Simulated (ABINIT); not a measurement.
# InAs (F-43m) in ABINIT: further runs

One crystal, InAs, is run at these levels: PBEsol, PBE; tasks: single point.

All numbers are computed with ABINIT 10.8.3 (patched build); they aren't measurements. Logs are shortened: lines on timing, memory, paths and dates and some standing lists are left out, and cuts for length are marked. The log counts tension as positive stress, the text compression.

**Measured values to compare with.**

A printed reference work, data compilation reports, for a bulk crystal of InAs at 4.2 K: band gap 0.418 eV (direct).

How close the calculation comes is told below.

### Step 1. The structure

Symmetry: F-43m, No. 216, cubic system. Conventional cell: a = 6.036 Å, b = 6.036 Å, c = 6.036 Å, α = 90.00°, β = 90.00°, γ = 90.00°. In (site symmetry -43m) has 4 As at 2.61 Å as nearest neighbours. As (site symmetry -43m) is surrounded by 4 In at 2.61 Å.

### Step 2. Single point, PBEsol

Contents of run.abi:

```
# Pseudopotentials
pp_dirpath "./"
pseudos "In.upf, As.upf"

# Structure
acell 3*1.0 Angstrom
rprim
     0.0000000000     3.0180000000     3.0180000000
     3.0180000000     0.0000000000     3.0180000000
     3.0180000000     3.0180000000     0.0000000000
ntypat 2
znucl 49 33
natom 2
typat 1 2
xred
     0.0000000000     0.0000000000     0.0000000000
     0.7500000000     0.7500000000     0.7500000000

# Plane-wave basis
ecut 38.0

# k points
kptopt 1
ngkpt 6 6 6
nshiftk 1
shiftk 0.0 0.0 0.0

# Exchange and correlation
ixc -116133

# Bands and occupations
nband 18
occopt 3
tsmear 0.05 eV

# SCF cycle
nstep 100
tolvrs 1.0e-10

# Output
iomode 3
prtwf 0
prteig 0
prtebands 0
enunit 2
prtden 1
prtvha 1
prtvclmb 1
prtpot 1
prtelf 1
```

Potentials or basis: PseudoDojo NC SR PBEsol v0.4.1 standard.

The run is started by

```
$ abinit run.abi > log 2>&1
```

run.abo:

```text
.Version 10.8.3 of ABINIT
 Symmetries : space group F-4 3 m (#216); Bravais cF (face-center cubic)
================================================================================
 Values of the parameters that define the memory need of the present run
     intxc =       0    ionmov =       0      iscf =       7    lmnmax =       6
     lnmax =       6     mgfft =      48  mpssoang =       3    mqgrid =    3001
     natom =       2  nloc_mem =       1    nspden =       1   nspinor =       1
    nsppol =       1      nsym =      24    n1xccc =    2501    ntypat =       2
    occopt =       3   xclevel =       2
       mpw =        4168          nfft =      110592          nkpt =          16
================================================================================
================================================================================

--------------------------------------------------------------------------------
------------- Echo of variables that govern the present computation ------------
--------------------------------------------------------------------------------
 -outvars: echo values of preprocessed input variables --------
            acell      1.8897261259E+00  1.8897261259E+00  1.8897261259E+00 Bohr
              amu      1.14820000E+02  7.49215900E+01
             ecut      3.80000000E+01 Hartree
           enunit           2
              ixc     -116133
         kptrlatt        6    0    0      0    6    0      0    0    6
          kptrlen      4.83932011E+01
            natom           2
            nband          18
            ngfft          48      48      48
             nkpt          16
            nstep         100
             nsym          24
           ntypat           2
           occopt           3
        prtebands           0
           prteig           0
           prtelf           1
           prtpot           1
         prtvclmb           1
           prtvha           1
            prtwf           0
            rprim      0.0000000000E+00  3.0180000000E+00  3.0180000000E+00
                       3.0180000000E+00  0.0000000000E+00  3.0180000000E+00
                       3.0180000000E+00  3.0180000000E+00  0.0000000000E+00
          spgroup         216
           tolvrs      1.00000000E-10
           tsmear      1.83746611E-03 Hartree
            typat      1  2
           xangst      0.0000000000E+00  0.0000000000E+00  0.0000000000E+00
                       4.5270000000E+00  4.5270000000E+00  4.5270000000E+00
            xcart      0.0000000000E+00  0.0000000000E+00  0.0000000000E+00
                       8.5547901720E+00  8.5547901720E+00  8.5547901720E+00
             xred      0.0000000000E+00  0.0000000000E+00  0.0000000000E+00
                       7.5000000000E-01  7.5000000000E-01  7.5000000000E-01
            znucl       49.00000   33.00000

================================================================================
[... 119 lines left out ...]
 reduced coordinates (array xred) for    2 atoms
       0.000000000000      0.000000000000      0.000000000000
       0.750000000000      0.750000000000      0.750000000000
 rms dE/dt=  1.9040E-28; max dE/dt=  2.6926E-28; dE/dt below (all hartree)
    1       0.000000000000      0.000000000000      0.000000000000
    2      -0.000000000000     -0.000000000000      0.000000000000

 cartesian coordinates (angstrom) at end:
    1      0.00000000000000     0.00000000000000     0.00000000000000
    2      4.52700000000000     4.52700000000000     4.52700000000000

 cartesian forces (hartree/bohr) at end:
    1      0.00000000000000     0.00000000000000    -0.00000000000000
    2     -0.00000000000000    -0.00000000000000     0.00000000000000
 frms,max,avg= 2.2601474E-29 3.5409704E-29   0.000E+00  0.000E+00  0.000E+00 h/b

 cartesian forces (eV/Angstrom) at end:
    1      0.00000000000000     0.00000000000000    -0.00000000000000
    2     -0.00000000000000    -0.00000000000000     0.00000000000000
 frms,max,avg= 1.1622145E-27 1.8208402E-27   0.000E+00  0.000E+00  0.000E+00 e/A
 length scales=  1.889726125908  1.889726125908  1.889726125908 bohr
              =  1.000000000000  1.000000000000  1.000000000000 angstroms
 Fermi (or HOMO) energy (hartree) =   0.15136   Average Vxc (hartree)=  -0.35919
 Eigenvalues (hartree) for nkpt=  16  k points:
 kpt#   1, nband= 18, wtk=  0.00463, kpt=  0.0000  0.0000  0.0000 (reduced coord)
  -1.13858   -1.13858   -1.13858   -1.13826   -1.13826   -0.37931   -0.37931   -0.37931
  -0.37459   -0.37459   -0.28834    0.14033    0.15004    0.15004    0.15004    0.29226
   0.29226    0.29226
      occupation numbers for kpt#   1
   2.00000    2.00000    2.00000    2.00000    2.00000    2.00000    2.00000    2.00000
   2.00000    2.00000    2.00000    1.99507    1.34412    1.34412    1.34412    0.00000
   0.00000    0.00000
 prteigrs : prtvol=0 or 1, do not print more k-points.

 Fermi (or HOMO) energy (eV) =   4.11880   Average Vxc (eV)=  -9.77416
 Eigenvalues (   eV  ) for nkpt=  16  k points:
 kpt#   1, nband= 18, wtk=  0.00463, kpt=  0.0000  0.0000  0.0000 (reduced coord)
 -30.98231  -30.98231  -30.98231  -30.97365  -30.97365  -10.32157  -10.32157  -10.32157
 -10.19319  -10.19319   -7.84606    3.81865    4.08292    4.08292    4.08292    7.95270
   7.95270    7.95270
 prteigrs : prtvol=0 or 1, do not print more k-points.

--- !EnergyTerms
iteration_state     : {dtset: 1, }
comment             : Components of total free energy in Hartree
kinetic             :  1.17928513133491E+02
hartree             :  5.22089734688258E+01
xc                  : -4.33576668883600E+01
Ewald energy        : -9.28949151399889E+01
psp_core            :  4.07321564509191E+00
local_psp           : -1.43286724206464E+02
non_local_psp       : -6.69150734752423E+01
internal            : -1.72243677462647E+02
'-kT*entropy'       : -3.45080387145740E-05
total_energy        : -1.72243711970686E+02
total_energy_eV     : -4.68699017487583E+03
band_energy         : -1.53821509866505E+01
...

 Cartesian components of stress tensor (hartree/bohr^3)
  sigma(1 1)= -3.39347538E-05  sigma(3 2)=  0.00000000E+00
  sigma(2 2)= -3.39347538E-05  sigma(3 1)=  0.00000000E+00
  sigma(3 3)= -3.39347538E-05  sigma(2 1)=  0.00000000E+00

-Cartesian components of stress tensor (GPa)         [Pressure=  9.9839E-01 GPa]
- sigma(1 1)= -9.98394926E-01  sigma(3 2)=  0.00000000E+00
- sigma(2 2)= -9.98394926E-01  sigma(3 1)=  0.00000000E+00
- sigma(3 3)= -9.98394926E-01  sigma(2 1)=  0.00000000E+00

== END DATASET(S) ==============================================================
================================================================================

 -outvars: echo values of variables after computation  --------
            acell      1.8897261259E+00  1.8897261259E+00  1.8897261259E+00 Bohr
           etotal     -1.7224371197E+02
            fcart      1.1803234660E-29  1.1803234660E-29 -3.5409703980E-29
                      -1.1803234660E-29 -1.1803234660E-29  3.5409703980E-29
            rprim      0.0000000000E+00  3.0180000000E+00  3.0180000000E+00
                       3.0180000000E+00  0.0000000000E+00  3.0180000000E+00
                       3.0180000000E+00  3.0180000000E+00  0.0000000000E+00
           strten     -3.3934753785E-05 -3.3934753785E-05 -3.3934753785E-05
                       0.0000000000E+00  0.0000000000E+00  0.0000000000E+00
           xangst      0.0000000000E+00  0.0000000000E+00  0.0000000000E+00
                       4.5270000000E+00  4.5270000000E+00  4.5270000000E+00
             xred      0.0000000000E+00  0.0000000000E+00  0.0000000000E+00
                       7.5000000000E-01  7.5000000000E-01  7.5000000000E-01
 Calculation completed.
```

Wall time 46 s (1 thread of Arm Neoverse V2, shared host); peak memory 0.1 GiB.

What came out:

* Free energy: -4686.9902 eV
* Pressure: 1.0 GPa
* Band gap on the k mesh: none (metal or under the smearing width)
* Valence electrons inside the program's atomic spheres: In 9.91; As 12.37

Levels at points of the mesh, in eV from the Fermi level:
```
           k point  band 10  band 11  band 12  band 13  band 14  band 15  band 16  band 17  band 18
(0.00, 0.00, 0.00)   -14.31   -11.96    -0.30    -0.04    -0.04    -0.04     3.83     3.83     3.83
(0.50, 0.00, 0.00)   -14.30   -10.47    -5.87    -1.04    -1.04     0.85     4.60     4.60     6.71
(0.50, 0.50, 0.00)   -14.29    -9.92    -5.94    -2.39    -2.39     1.40     1.95     9.14     9.22
```

Caveat: this crystal is a semiconductor, whose small gap the functional closes, so the metal is an error of the method.

### Step 3. Single point, PBEsol

Contents of run.abi:

```
# Pseudopotentials
pp_dirpath "./"
pseudos "In.GGA_PBE-JTH.xml, As.GGA_PBE-JTH.xml"

# Structure
acell 4.2680965312 4.2680965312 4.2680965312 Angstrom
rprim
     0.0000000000     0.7071067812     0.7071067812
     0.7071067812     0.0000000000     0.7071067812
     0.7071067812     0.7071067812     0.0000000000
ntypat 2
znucl 49 33
natom 2
typat 1 2
xcart
     0.0000000000     0.0000000000     0.0000000000
     8.5547901662     8.5547901662     8.5547901662

# Plane-wave basis
ecut 12.0
pawecutdg 24.0

# k points
kptopt 1
ngkpt 6 6 6
nshiftk 1
shiftk 0.0 0.0 0.0

# Exchange and correlation
ixc -116133

# Bands and occupations
nband 18
occopt 3
tsmear 0.05 eV

# SCF cycle
nstep 100
tolvrs 1.0e-9

# Output
iomode 3
prtwf 0
prtden 0
prteig 0
prtebands 0
```

Potentials or basis: JTH PAW PBE v2.0.

The run is started by

```
$ abinit run.abi > log 2>&1
```

run.abo:

```text
.Version 10.8.3 of ABINIT
 Symmetries : space group F-4 3 m (#216); Bravais cF (face-center cubic)
================================================================================
 Values of the parameters that define the memory need of the present run
     intxc =       0    ionmov =       0      iscf =      17    lmnmax =      18
     lnmax =       6     mgfft =      27  mpssoang =       3    mqgrid =    3001
     natom =       2  nloc_mem =       2    nspden =       1   nspinor =       1
    nsppol =       1      nsym =      24    n1xccc =       1    ntypat =       2
    occopt =       3   xclevel =       2
       mpw =         751          nfft =       19683          nkpt =          16
 PAW method is used; the additional fine FFT grid is defined by:
   mgfftf=        36    nfftf =     46656
================================================================================
================================================================================

--------------------------------------------------------------------------------
------------- Echo of variables that govern the present computation ------------
--------------------------------------------------------------------------------
 -outvars: echo values of preprocessed input variables --------
            acell      8.0655335229E+00  8.0655335229E+00  8.0655335229E+00 Bohr
              amu      1.14820000E+02  7.49215900E+01
             ecut      1.20000000E+01 Hartree
              ixc     -116133
         kptrlatt        6    0    0      0    6    0      0    0    6
          kptrlen      4.83932011E+01
            natom           2
[... 206 lines left out ...]
PAW spherical_terms : -4.85174423793801E+00
internal            : -1.71885583379892E+02
'-kT*entropy'       : -3.43908996094347E-05
total_energy_dc     : -1.71885617770792E+02
total_energy_dc_eV  : -4.67724593529007E+03
...

--- !EnergyTermsWithPAWCore
iteration_state     : {dtset: 1, }
comment             : 'Components of total free energy, including PAW core contributions'
Total energy        : -8.13846689121397E+03
Total energy DC     : -8.13846689813644E+03
Total energy (eV)   : -2.21458966026952E+05
Total energy DC (eV): -2.21458966215322E+05
...

 Cartesian components of stress tensor (hartree/bohr^3)
  sigma(1 1)=  2.23135232E-04  sigma(3 2)=  0.00000000E+00
  sigma(2 2)=  2.23135232E-04  sigma(3 1)=  0.00000000E+00
  sigma(3 3)=  2.23135232E-04  sigma(2 1)=  0.00000000E+00

-Cartesian components of stress tensor (GPa)         [Pressure= -6.5649E+00 GPa]
- sigma(1 1)=  6.56486517E+00  sigma(3 2)=  0.00000000E+00
- sigma(2 2)=  6.56486517E+00  sigma(3 1)=  0.00000000E+00
- sigma(3 3)=  6.56486517E+00  sigma(2 1)=  0.00000000E+00

== END DATASET(S) ==============================================================
================================================================================

 -outvars: echo values of variables after computation  --------
            acell      8.0655335229E+00  8.0655335229E+00  8.0655335229E+00 Bohr
           etotal     -1.7188561777E+02
            fcart      3.6590027446E-28  3.6590027446E-28 -1.0977008234E-27
                      -3.6590027446E-28 -3.6590027446E-28  1.0977008234E-27
            rprim      0.0000000000E+00  7.0710678120E-01  7.0710678120E-01
                       7.0710678120E-01  0.0000000000E+00  7.0710678120E-01
                       7.0710678120E-01  7.0710678120E-01  0.0000000000E+00
           strten      2.2313523171E-04  2.2313523171E-04  2.2313523171E-04
                       0.0000000000E+00  0.0000000000E+00  0.0000000000E+00
           xangst      0.0000000000E+00  0.0000000000E+00  0.0000000000E+00
                       4.5270000000E+00  4.5270000000E+00  4.5270000000E+00
             xred      0.0000000000E+00  0.0000000000E+00  0.0000000000E+00
                       7.5000000000E-01  7.5000000000E-01  7.5000000000E-01
 Calculation completed.
```

Wall time 11 s (1 thread of Arm Neoverse V2, shared host); peak memory 0.09 GiB.

What came out:

- Free energy: -4677.2459 eV
- Band gap on the k mesh: none (metal or under the smearing width)
- Valence electrons inside the program's atomic spheres: In 11.25; As 12.69

Levels at points of the mesh, in eV from the Fermi level:
| k point | band 11 | band 12 | band 13 | band 14 | band 15 | band 16 | band 17 | band 18 |
| --- | --- | --- | --- | --- | --- | --- | --- | --- |
| (0.00, 0.00, 0.00) | -11.97 | -0.31 | -0.04 | -0.04 | -0.04 | 3.82 | 3.82 | 3.82 |
| (0.50, 0.00, 0.00) | -10.47 | -5.88 | -1.04 | -1.04 | 0.84 | 4.59 | 4.59 | 6.68 |
| (0.50, 0.50, 0.00) | -9.92 | -5.95 | -2.40 | -2.40 | 1.39 | 1.95 | 9.08 | 9.21 |

Caveat: the cutoff is too short for stress, so the log's stress isn't used; the PAW data sets were made with another functional, which shifts forces and pressure a little; this crystal is a semiconductor, whose small gap the functional closes, so the metal is an error of the method.

(Part 1 of 2 ends here.)
